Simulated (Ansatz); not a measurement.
# ScAl7N8 (wurtzite Al14Sc2N16): relaxing cell and atoms and relaxing the atoms

The task, for ScAl7N8 (wurtzite Al14Sc2N16): 5 runs in a chain (relaxing cell and atoms and relaxing the atoms).

Program: Ansatz 0.2.0. Level of theory: DFT PBE, scalar-relativistic, plane waves, PAW. These are calculated values, not measurements.

## (1) The system as given

Symmetry: P3m1, No. 156, trigonal system. Conventional cell: a = 6.385 Å, b = 6.385 Å, c = 5.050 Å, α = 90.00°, β = 90.00°, γ = 120.00°. Al (site symmetry m) is surrounded by 4 N at 1.93 to 1.94 Å. Al (site symmetry 3m) has 4 N at 1.93 to 1.94 Å as nearest neighbours. Around Sc (site symmetry 3m) lie 4 N at 1.93 to 1.94 Å. N (site symmetry 3m) has 1 Sc at 1.93 Å and 3 Al at 1.94 Å as nearest neighbours. Around N (site symmetry m) lie 3 Al at 1.93 to 1.94 Å and 1 Sc at 1.94 Å. N (site symmetry m) has 4 Al at 1.93 to 1.94 Å as nearest neighbours. N (site symmetry 3m) has 4 Al at 1.93 to 1.94 Å as nearest neighbours.

Structure file:

```cif
data_structure
_symmetry_space_group_name_H-M 'P 1'
_symmetry_Int_Tables_number 1
_cell_length_a 6.3850
_cell_length_b 6.3850
_cell_length_c 10.1000
_cell_angle_alpha 90.000
_cell_angle_beta 90.000
_cell_angle_gamma 120.000
_cell_volume 356.59
loop_
_atom_site_label
_atom_site_type_symbol
_atom_site_fract_x
_atom_site_fract_y
_atom_site_fract_z
_atom_site_occupancy
Al1 Al 0.33333 0.16667 0.25000 1
Al2 Al 0.33333 0.16667 0.75000 1
Al3 Al 0.16667 0.83333 0.00000 1
Al4 Al 0.33333 0.66667 0.25000 1
Al5 Al 0.16667 0.83333 0.50000 1
Al6 Al 0.33333 0.66667 0.75000 1
Al7 Al 0.66667 0.33333 0.00000 1
Al8 Al 0.83333 0.16667 0.25000 1
Al9 Al 0.66667 0.33333 0.50000 1
Al10 Al 0.83333 0.16667 0.75000 1
Al11 Al 0.66667 0.83333 0.00000 1
Al12 Al 0.83333 0.66667 0.25000 1
Al13 Al 0.66667 0.83333 0.50000 1
Al14 Al 0.83333 0.66667 0.75000 1
Sc1 Sc 0.16667 0.33333 0.00000 1
Sc2 Sc 0.16667 0.33333 0.50000 1
N1 N 0.16667 0.33333 0.19100 1
N2 N 0.33333 0.16667 0.44100 1
N3 N 0.16667 0.33333 0.69100 1
N4 N 0.33333 0.16667 0.94100 1
N5 N 0.16667 0.83333 0.19100 1
N6 N 0.33333 0.66667 0.44100 1
N7 N 0.16667 0.83333 0.69100 1
N8 N 0.33333 0.66667 0.94100 1
N9 N 0.66667 0.33333 0.19100 1
N10 N 0.83333 0.16667 0.44100 1
N11 N 0.66667 0.33333 0.69100 1
N12 N 0.83333 0.16667 0.94100 1
N13 N 0.66667 0.83333 0.19100 1
N14 N 0.83333 0.66667 0.44100 1
N15 N 0.66667 0.83333 0.69100 1
N16 N 0.83333 0.66667 0.94100 1
```

## (2) Relaxing cell and atoms: ScAl7N8 (wurtzite Al14Sc2N16), no spin

Input file input.yaml:

```yaml
crystal:
  lattice:
    - [6.385, 0.0, 0.0]
    - [-3.1925, 5.5295722032, 0.0]
    - [0.0, 0.0, 10.1]
  atoms:
    - { symbol: Al, position: [0.3333333333, 0.1666666667, 0.25] }
    - { symbol: Al, position: [0.3333333333, 0.1666666667, 0.75] }
    - { symbol: Al, position: [0.1666666667, 0.8333333333, 0.0] }
    - { symbol: Al, position: [0.3333333333, 0.6666666667, 0.25] }
    - { symbol: Al, position: [0.1666666667, 0.8333333333, 0.5] }
    - { symbol: Al, position: [0.3333333333, 0.6666666667, 0.75] }
    - { symbol: Al, position: [0.6666666667, 0.3333333333, 0.0] }
    - { symbol: Al, position: [0.8333333333, 0.1666666667, 0.25] }
    - { symbol: Al, position: [0.6666666667, 0.3333333333, 0.5] }
    - { symbol: Al, position: [0.8333333333, 0.1666666667, 0.75] }
    - { symbol: Al, position: [0.6666666667, 0.8333333333, 0.0] }
    - { symbol: Al, position: [0.8333333333, 0.6666666667, 0.25] }
    - { symbol: Al, position: [0.6666666667, 0.8333333333, 0.5] }
    - { symbol: Al, position: [0.8333333333, 0.6666666667, 0.75] }
    - { symbol: Sc, position: [0.1666666667, 0.3333333333, 0.0] }
    - { symbol: Sc, position: [0.1666666667, 0.3333333333, 0.5] }
    - { symbol: "N", position: [0.1666666667, 0.3333333333, 0.191] }
    - { symbol: "N", position: [0.3333333333, 0.1666666667, 0.441] }
    - { symbol: "N", position: [0.1666666667, 0.3333333333, 0.691] }
    - { symbol: "N", position: [0.3333333333, 0.1666666667, 0.941] }
    - { symbol: "N", position: [0.1666666667, 0.8333333333, 0.191] }
    - { symbol: "N", position: [0.3333333333, 0.6666666667, 0.441] }
    - { symbol: "N", position: [0.1666666667, 0.8333333333, 0.691] }
    - { symbol: "N", position: [0.3333333333, 0.6666666667, 0.941] }
    - { symbol: "N", position: [0.6666666667, 0.3333333333, 0.191] }
    - { symbol: "N", position: [0.8333333333, 0.1666666667, 0.441] }
    - { symbol: "N", position: [0.6666666667, 0.3333333333, 0.691] }
    - { symbol: "N", position: [0.8333333333, 0.1666666667, 0.941] }
    - { symbol: "N", position: [0.6666666667, 0.8333333333, 0.191] }
    - { symbol: "N", position: [0.8333333333, 0.6666666667, 0.441] }
    - { symbol: "N", position: [0.6666666667, 0.8333333333, 0.691] }
    - { symbol: "N", position: [0.8333333333, 0.6666666667, 0.941] }
scf:
  occupations: { method: fixed }
output:
  forces: true
  stress: true
  eigenvalues: true
hamiltonian:
  xc: pbe
kpoints:
  mp_grid: { grid: [4, 4, 3] }
relax:
  f_tol: 0.01
  max_steps: 60
  cell: { stress_tol: 0.05 }
```

Run with:

```bash
ansatz run input.yaml --threads 8 --pin off --max-ram 20480MiB --backend cpu --events-out ev --progress --plain --runs-dir out
```

What it wrote:

```text
Warning: RAYON_NUM_THREADS=8 ignored (pool sized by the plan → 8); use --threads N
Engine: ansatz 0.2.0, x86_64-unknown-linux-gnu
Pseudopotentials: kind: paw
Pseudopotential: Al, paw, valence charge 3, recommended cutoff 420 eV (normal), Al.paw.azcp
Pseudopotential: Sc, paw, valence charge 11, recommended cutoff 420 eV (normal), Sc.paw.azcp
Pseudopotential: N, paw, valence charge 5, recommended cutoff 420 eV (normal), N.paw.azcp
Functional definition: PBE
  parameter kappa = 0.804
  parameter beta = 0.06672455060314922
  exchange = pbe_x(kappa = kappa, mu = beta*pi^2/3)
  correlation = pbe_c(beta = beta)
Crystal: 32 atoms, lattice volume = 356.594 Å³
Basis set: ecut = 420 eV, 6969 PW (Γ), exchange–correlation on 90×90×144 points (8 copies of the dense FFT grid, shifted against one another)
Bands: 104, of which v1, the nominal top of the filled ones, is band 72 counted from 1 (71 counted from 0)
Symmetry: 12 space group operations
Space group: P3m1 (ITA 156), of the structure as read, at distance tolerance 7.1e-5 Å
k-points: 9 of 48 (time reversal used)
Non-local potential: Al, projectors of the file, l = 0: 2, l = 1: 2, l = 2: 1
Non-local potential: Sc, projectors of the file, l = 0: 3, l = 1: 2, l = 2: 3, l = 3: 1
Non-local potential: N, projectors of the file, l = 0: 2, l = 1: 2, l = 2: 1
PAW form: soft (Blöchl's): semilocal exchange-correlation on the pseudo side does not see the compensation charge
PAW one-centre angular grid: Al, 110 points (default); XC on 64 Gauss nodes
PAW one-centre angular grid: Sc, 590 points (default); XC on 64 Gauss nodes
PAW one-centre angular grid: N, 110 points (default); XC on 64 Gauss nodes
Initial density: superposition of atomic densities (neutral atoms: chi_scale 0, normalization atom), corrected by the library's trained network
Initial wavefunctions: pseudopotential atomic-orbital guess
Functional: x = pbe(κ = 0.804, μ = 0.2195149727645171), c = pbe(β = 0.06672455060314922)
SCF iter   1: F=—  HF=-17982.988123 eV  |F-HF|=—  |Δ(HF+E_count)|=         —  Δρ=1.98e-3  dr2=2.06e-2  ethr=1.77e-3  ⟨swp⟩=5.0  Hψ=3467  notcnv=0  defer=245
preconditioner: auto → Resta (q_TF=auto, 2.346 Å⁻¹)  ε∞=4.5  [insulator: Δε(μ)=3.930 eV  Ē_g=11.946 eV  n_scr=84 (ndim 8)  ℏωp=22.2 eV  f_vac=0.000  ε∞_Penn≈4.5]
SCF iter   2: F=—  HF=-17982.984034 eV  |F-HF|=—  |Δ(HF+E_count)|=   4.09e-3  Δρ=9.91e-4  dr2=3.91e-3  ethr=1.43e-5  ⟨swp⟩=2.6  Hψ=1462  notcnv=0  defer=266
SCF iter   3: F=—  HF=-17982.984161 eV  |F-HF|=—  |Δ(HF+E_count)|=   1.26e-4  Δρ=3.44e-4  dr2=4.60e-4  ethr=2.71e-6  ⟨swp⟩=2.1  Hψ=1190  notcnv=0  defer=269
SCF iter   4: F=—  HF=-17982.984156 eV  |F-HF|=—  |Δ(HF+E_count)|=   4.13e-6  Δρ=1.15e-4  dr2=4.26e-5  ethr=3.19e-7  ⟨swp⟩=2.0  Hψ=1256  notcnv=0  defer=231
SCF iter   5: F=—  HF=-17982.982340 eV  |F-HF|=—  |Δ(HF+E_count)|=   1.82e-3  Δρ=3.40e-5  dr2=4.73e-6  ethr=2.96e-8  ⟨swp⟩=2.6  Hψ=1337  notcnv=0  defer=229
SCF iter   6: F=—  HF=-17982.982342 eV  |F-HF|=—  |Δ(HF+E_count)|=   1.82e-6  Δρ=1.95e-5  dr2=1.27e-6  ethr=3.29e-9  ⟨swp⟩=2.0  Hψ=1279  notcnv=0  defer=229
SCF iter   7: F=-17982.982342 eV  HF=-17982.982342 eV  |F-HF|=2.95e-8  |Δ(HF+E_count)|=   1.27e-7  Δρ=3.72e-6  dr2=4.72e-8  ethr=6.94e-11  ⟨swp⟩=13.3  Hψ=5619  notcnv=0
SCF 1 converged in 7 iterations: F = -17982.982342 eV  dr2 = 4.72e-8
relax step   1: F+E_penalty+E_count = -17982.98234194 eV  Δ(F+E_penalty+E_count) = +0.000e0 eV  max|allowed force component| = 3.430e0 eV/Å  Δτ_max = 0.0000 Å  P = +0.908 GPa  Ω = 356.594 Å³  (7 SCF iters, dr2 threshold 1.00e-7 eV, accepted)
[... from here on, the SCF cycles and remarks between the steps are left out ...]
relax step   2: F+E_penalty+E_count = -17984.37979187 eV  Δ(F+E_penalty+E_count) = -1.397e0 eV  max|allowed force component| = 1.185e0 eV/Å  Δτ_max = 0.0953 Å  P = -1.018 GPa  Ω = 357.613 Å³  energy of the carried Pulay correction = -2.948e-3 eV  (7 SCF iters, dr2 threshold 3.20e-6 eV, accepted)
relax step   3: F+E_penalty+E_count = -17984.61686484 eV  Δ(F+E_penalty+E_count) = -2.371e-1 eV  max|allowed force component| = 4.348e-1 eV/Å  Δτ_max = 0.0408 Å  P = +0.072 GPa  Ω = 355.037 Å³  energy of the carried Pulay correction = +4.519e-3 eV  (6 SCF iters, dr2 threshold 3.20e-6 eV, accepted)
relax step   4: F+E_penalty+E_count = -17984.63349081 eV  Δ(F+E_penalty+E_count) = -1.663e-2 eV  max|allowed force component| = 5.326e-2 eV/Å  Δτ_max = 0.0339 Å  P = -0.210 GPa  Ω = 355.332 Å³  energy of the carried Pulay correction = +3.660e-3 eV  (6 SCF iters, dr2 threshold 3.20e-6 eV, accepted)
relax step   5: F+E_penalty+E_count = -17984.63644766 eV  Δ(F+E_penalty+E_count) = -2.957e-3 eV  max|allowed force component| = 1.142e-2 eV/Å  Δτ_max = 0.0052 Å  P = +0.038 GPa  Ω = 354.930 Å³  energy of the carried Pulay correction = +4.831e-3 eV  (6 SCF iters, dr2 threshold 2.86e-7 eV, accepted)
relax step   6: F+E_penalty+E_count = -17984.63626030 eV  Δ(F+E_penalty+E_count) = +1.874e-4 eV  max|allowed force component| = 1.474e-3 eV/Å  Δτ_max = 0.0010 Å  P = -0.005 GPa  Ω = 355.008 Å³  energy of the carried Pulay correction = +4.603e-3 eV  (5 SCF iters, dr2 threshold 8.15e-9 eV, accepted)
relax step   7: F+E_penalty+E_count = -17984.63250102 eV  Δ(F+E_penalty+E_count) = +3.759e-3 eV  max|allowed force component| = 1.462e-3 eV/Å  Δτ_max = 0.0000 Å  P = -0.027 GPa  Ω = 355.008 Å³  stress off target by 3.07e-2 GPa  SCF on the basis re-selected at this cell (its energy is not comparable with the rows above)  (5 SCF iters)
basis re-selected at this cell: Δ(F+E_penalty+E_count) = +3.759e-3 eV, ΔP = -0.022 GPa vs the last step (what re-selecting the basis moved, of the pressure what is left beyond the Pulay correction that the steps carried, after the strain that the cell walked since its last selection, with what the two solves' SCF thresholds leave and, on support functions, any second-order correction that the steps lacked; it is no measure of the basis error at this ecutwfc). This SCF's stress stands 3.07e-2 GPa from its target on what of the cell is left free (relax.cell.stress_tol is 5.00e-2 GPa) and its largest allowed force component is 1.46e-3 eV/Å (relax.f_tol is 1.00e-2 eV/Å): within both
SCF converged after 5 iterations
Free energy (F): -17984.632501 eV
Harris-Foulkes:  -17984.632501 eV  (|F-HF|=3.27e-11)
Internal energy: -17984.632501 eV  (E = F + TS)
E sigma→0 (E₀):  -17984.632501 eV
Fermi energy:    7.100045 eV
--- Per-component energies (eV) ---
  E_band       = -100.484223
  E_kinetic    = 3008.770118
  E_local      = -5664.947171  (includes V_loc(G=0)·N_el)
  E_nonlocal   = 1025.205227
  E_hartree    = 2022.359308
  E_xc         = -1754.565641
  E_vxc        = -1922.786607  (∫ρ·V_xc dr)
  E_paw        = -10493.877918  (= ΣΔE_a)
  E_vpaw       = -591.446019  (= ΣTr[D̂ρ^β])
  E_aug_tail   = 0.001578  (compensation charges beyond the density's cutoff)
  E_ewald      = -6127.578003
  E_smearing   = -0.000000  (= −TS)
  E_closure    = 0.000000  (closes the sum)
  Σ components = -17984.632501   (vs F -17984.632501, Δ=0.00e0)
--- Forces (eV/Å), atoms counted from 1 ---
  atom   1  Al    -0.00079417     0.00045851     0.00082015
  atom   2  Al    -0.00079417     0.00045851     0.00082015
  atom   3  Al    -0.00043661    -0.00025208    -0.00002348
  atom   4  Al    -0.00000000    -0.00091703     0.00082015
  atom   5  Al    -0.00043661    -0.00025208    -0.00002348
  atom   6  Al    -0.00000000    -0.00091703     0.00082015
  atom   7  Al     0.00000000     0.00050415    -0.00002348
  atom   8  Al     0.00079417     0.00045851     0.00082015
  atom   9  Al     0.00000000     0.00050415    -0.00002348
  atom  10  Al     0.00079417     0.00045851     0.00082015
  atom  11  Al     0.00043661    -0.00025208    -0.00002348
  atom  12  Al     0.00000000     0.00000000     0.00015906
  atom  13  Al     0.00043661    -0.00025208    -0.00002348
  atom  14  Al     0.00000000     0.00000000     0.00015906
  atom  15  Sc     0.00000000    -0.00000000    -0.00146681
  atom  16  Sc     0.00000000    -0.00000000    -0.00146681
  atom  17  N     -0.00000000    -0.00000000    -0.00072533
  atom  18  N     -0.00008847     0.00005108     0.00014804
  atom  19  N     -0.00000000    -0.00000000    -0.00072533
  atom  20  N     -0.00008847     0.00005108     0.00014804
  atom  21  N      0.00078255     0.00045181    -0.00055963
  atom  22  N      0.00000000    -0.00010216     0.00014804
  atom  23  N      0.00078255     0.00045181    -0.00055963
  atom  24  N      0.00000000    -0.00010216     0.00014804
  atom  25  N      0.00000000    -0.00090361    -0.00055963
  atom  26  N      0.00008847     0.00005108     0.00014804
  atom  27  N      0.00000000    -0.00090361    -0.00055963
  atom  28  N      0.00008847     0.00005108     0.00014804
  atom  29  N     -0.00078255     0.00045181    -0.00055963
  atom  30  N     -0.00000000     0.00000000     0.00080662
  atom  31  N     -0.00078255     0.00045181    -0.00055963
  atom  32  N     -0.00000000     0.00000000     0.00080662
  max |Σ_I F_I| component: 1.42e-4 eV/Å
--- Stress (GPa, compression-positive) ---
       -0.030712       0.000000      -0.000000
        0.000000      -0.030712      -0.000000
       -0.000000      -0.000000      -0.020809
  P = ⅓ Tr σ = -0.0274 GPa (-0.274 kbar)
--- Band table (eV; the first three rows and the last of 9) ---
  k-point 0: bands = ["-39.6639", "-39.6638", "-18.4678", "-18.4678", "-18.4673", "-18.4673", "-18.4409", "-18.4314", "-7.5267", "-6.7786", "-6.6012", "-5.8105", "-5.8105", "-5.6772", "-5.5596", "-5.5596", "-5.5048", "-5.4409", "-5.2219", "-5.2219", "-5.1659", "-5.1619", "-4.9955", "-4.9955", "1.6797", "1.6797", "1.6921", "1.7185", "1.9730", "1.9730", "1.9869", "1.9869", "2.3252", "3.1507", "3.1507", "3.3449", "3.8776", "3.8953", "3.8953", "4.1698", "4.3690", "4.7243", "5.0619", "5.1700", "5.1700", "5.5881", "5.5881", "5.6149", "5.6751", "5.6751", "5.7400", "5.7563", "5.7563", "5.7726", "5.8406", "5.8406", "6.1845", "6.1845", "6.2543", "6.2670", "6.2670", "6.2790", "6.4421", "6.4573", "6.4573", "6.7098", "6.7098", "6.8015", "6.8015", "6.8181", "6.8181", "7.1000", "10.9746", "11.6554", "11.6554", "11.7082", "11.7082", "11.9614", "12.1076", "12.1076", "12.2026", "12.2446", "12.2446", "12.4124", "12.4124", "12.6059", "12.9199", "13.0834", "13.5607", "13.5607", "13.6585", "14.0885", "14.9166", "14.9328", "15.2032", "15.2032", "15.3095", "15.3095", "15.7424", "15.7424", "16.1786", "16.1786", "16.5644", "16.7263"]
[... 3 lines left out ...]
--- Relaxed structure (6 steps of the walk, 6 accepted, 1 SCFs on fresh bases) ---
  F+E_penalty+E_count = -17984.63250102 eV   max|allowed force component| = 1.462e-3 eV/Å   (the final SCF, on the basis selected at the relaxed cell)
  cell:  # Å, volume = 355.0080 Å³
    - [6.370826769559751, 1.8497179367481697e-33, 3.93065061558986e-33]
    - [-3.1854133847798756, 5.517297825548695, -4.5684052868907415e-19]
    - [5.120401649477902e-33, -8.344387540693591e-19, 10.099871807064533]
  atoms:
    - { symbol: Al, position: [0.3364800000355445, 0.16351999996445546, 0.25073107121290505] }
    - { symbol: Al, position: [0.3364800000355445, 0.16351999996445546, 0.7507310712129049] }
    - { symbol: Al, position: [0.1680861869815855, 0.8340430934907929, -0.0006220761179736315] }
    - { symbol: Al, position: [0.3364800000355445, 0.672960000071089, 0.25073107121290505] }
    - { symbol: Al, position: [0.1680861869815855, 0.8340430934907929, 0.4993779238820264] }
    - { symbol: Al, position: [0.3364800000355445, 0.672960000071089, 0.7507310712129049] }
    - { symbol: Al, position: [0.6659569065092072, 0.33191381301841455, -0.0006220761179736317] }
    - { symbol: Al, position: [0.8270399999289109, 0.16351999996445546, 0.25073107121290505] }
    - { symbol: Al, position: [0.6659569065092072, 0.33191381301841455, 0.4993779238820264] }
    - { symbol: Al, position: [0.8270399999289109, 0.16351999996445546, 0.7507310712129049] }
    - { symbol: Al, position: [0.6659569065092074, 0.8340430934907929, -0.0006220761179736315] }
    - { symbol: Al, position: [0.8333333333333333, 0.6666666666666666, 0.24899592288834604] }
    - { symbol: Al, position: [0.6659569065092074, 0.8340430934907929, 0.4993779238820264] }
    - { symbol: Al, position: [0.8333333333333333, 0.6666666666666666, 0.748995922888346] }
    - { symbol: Sc, position: [0.16666666666666669, 0.33333333333333337, -0.003957896417665356] }
    - { symbol: Sc, position: [0.16666666666666669, 0.33333333333333337, 0.4960421035823346] }
    - { symbol: N, position: [0.16666666666666669, 0.33333333333333337, 0.20736579608104333] }
    - { symbol: N, position: [0.34392288389826436, 0.15607711610173566, 0.43845142446497537] }
    - { symbol: N, position: [0.16666666666666669, 0.33333333333333337, 0.7073657960810433] }
    - { symbol: N, position: [0.34392288389826436, 0.15607711610173566, 0.9384514244649754] }
    - { symbol: N, position: [0.16535909706165935, 0.8326795485308297, 0.18976979358344806] }
    - { symbol: N, position: [0.34392288389826436, 0.6878457677965287, 0.43845142446497537] }
    - { symbol: N, position: [0.16535909706165935, 0.8326795485308297, 0.6897697935834479] }
    - { symbol: N, position: [0.34392288389826436, 0.6878457677965287, 0.9384514244649754] }
    - { symbol: N, position: [0.6673204514691703, 0.3346409029383407, 0.18976979358344806] }
    - { symbol: N, position: [0.8121542322034713, 0.15607711610173566, 0.43845142446497537] }
    - { symbol: N, position: [0.6673204514691703, 0.3346409029383407, 0.6897697935834479] }
    - { symbol: N, position: [0.8121542322034713, 0.15607711610173566, 0.9384514244649754] }
    - { symbol: N, position: [0.6673204514691704, 0.8326795485308297, 0.18976979358344806] }
    - { symbol: N, position: [0.8333333333333333, 0.6666666666666666, 0.44060553801821095] }
    - { symbol: N, position: [0.6673204514691704, 0.8326795485308297, 0.6897697935834479] }
    - { symbol: N, position: [0.8333333333333333, 0.6666666666666666, 0.9406055380182112] }
```

Wall time 31 s (8 threads of Intel Xeon Platinum 8259CL at 2.50GHz (Skylake/Cascade Lake), shared host); peak memory 1.6 GiB.

The steps of the relaxation:

| step | E - E(step 1) (eV/cell) | largest force component (eV/Å) | pressure (GPa) | volume (Å³) |
| --- | --- | --- | --- | --- |
| 1 | 0.0000 | 3.4305 | 0.91 | 356.59 |
| 2 | -1.3975 | 1.1848 | -1.02 | 357.61 |
| 3 | -1.6345 | 0.4348 | 0.07 | 355.04 |
| 4 | -1.6511 | 0.0533 | -0.21 | 355.33 |
| 5 | -1.6541 | 0.0114 | 0.04 | 354.93 |
| 6 | -1.6539 | 0.0015 | -0.01 | 355.01 |
| 7 | -1.6502 | 0.0015 | -0.03 | 355.01 |

Step 1 is the start. Step 7 repeats the geometry before it on a plane-wave basis chosen anew for that cell, so its energy need not be comparable with the rows above.

|  | before | after | change |
| --- | --- | --- | --- |
| a (Å) | 6.385 | 6.371 | -0.2 % |
| b (Å) | 6.385 | 6.371 | -0.2 % |
| c (Å) | 10.100 | 10.100 | 0.0 % |
| volume (Å³/atom) | 11.14 | 11.09 | -0.4 % |
| shortest distance (Å) | 1.929 | 1.883 | -2.4 % |
| space group (0.01 Å) | P3m1 | P3m1 | same |

The run keeps the 12 symmetry operations of the start, so it could not have lowered the symmetry.

(Part 1 of 2 ends here.)
